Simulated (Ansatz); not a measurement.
## A series in volume per atom on Ca

Periodic Kohn-Sham DFT of a crystal at fixed atoms; pressure and stress are positive in compression; the energy is the free energy less that of spherical unpolarised free atoms; site moments are those in the method's own spheres, positive along +z. The results are calculated, by Ansatz 0.2.0.

Cell of the first row (space group Fm-3m, No. 225):
```
Ca
1.0
      0.0000     2.7376     2.7376
      2.7376     0.0000     2.7376
      2.7376     2.7376     0.0000
Ca
1
Direct
  0.00000 0.00000 0.00000
```

Settings of every row: method all-electron LAPW; functional PBE; relativity scalar; k mesh 11x11x11; filling fermi-dirac; smearing width 0.05 eV; basis error target 1 meV/atom; nucleus gaussian.

Atom start moment: 0 on all atoms.

```csv
row,volume per atom (Å³),pressure (GPa),energy less free atoms (eV/atom)
1,41.036,0.501,-1.913
2,42.323,-0.058,-1.9147
3,43.632,?,?
4,44.941,-0.989,-1.9058
5,46.25,-1.368,-1.8961
```

Question: what pressure and energy less free atoms should row 3 give?

Worked fit of pressure. Take u = (V_r/V)^(2/3) − 1 with V_r = 43.632 Å³ an atom, which is twice the finite (Eulerian) strain; such expansions in the strain, on which the Birch-Murnaghan equation of state is built, carry the rest volume and the bulk modulus. The shown rows have u = 0.04174, 0.02051, -0.01951, -0.0381. Least squares give pressure = −0.555 + 23.226 × u + 49.62 × u² GPa; a straight line predicts inner rows, each left out in turn, worse (root mean square 0.046 against 0.0006 GPa). All shown rows lie on it to the printed digit. The pressure vanishes at u = 0.0228, or V = 42.18 Å³ an atom, and there the bulk modulus at fixed shape and fractions is B = −V dP/dV = (2/3)(1 + u) dP/du = 17.4 GPa. The withheld row has u = 0, so the fit gives −0.555 + 23.226 × (0) + 49.62 × (0)² = -0.555 GPa.

The calculation gave -0.555 GPa. The fit meets it to the printed digit.

Worked fit of energy less free atoms. Take u = (V_r/V)^(2/3) − 1 with V_r = 43.632 Å³ an atom, which is twice the finite (Eulerian) strain; such expansions in the strain, on which the Birch-Murnaghan equation of state is built, carry the rest volume and the bulk modulus. The shown rows have u = 0.04174, 0.02051, -0.01951, -0.0381. Least squares give energy less free atoms = −1.91214 − 0.2294 × u + 5.015 × u² eV/atom; a straight line predicts inner rows, each left out in turn, worse (root mean square 0.0046 against 0.0001 eV/atom). All shown rows lie on it to the printed digit. Its lowest point lies at u = 0.0229, or V = 42.18 Å³ an atom, and the curvature there gives the bulk modulus at fixed shape and fractions, B = (4/9)(1 + u)² E″(u)/V = 17.7 GPa. The withheld row has u = 0, so the fit gives −1.91214 − 0.2294 × (0) + 5.015 × (0)² = -1.9121 eV/atom.

The calculation gave -1.9121 eV/atom. The fit meets it to the printed digit.
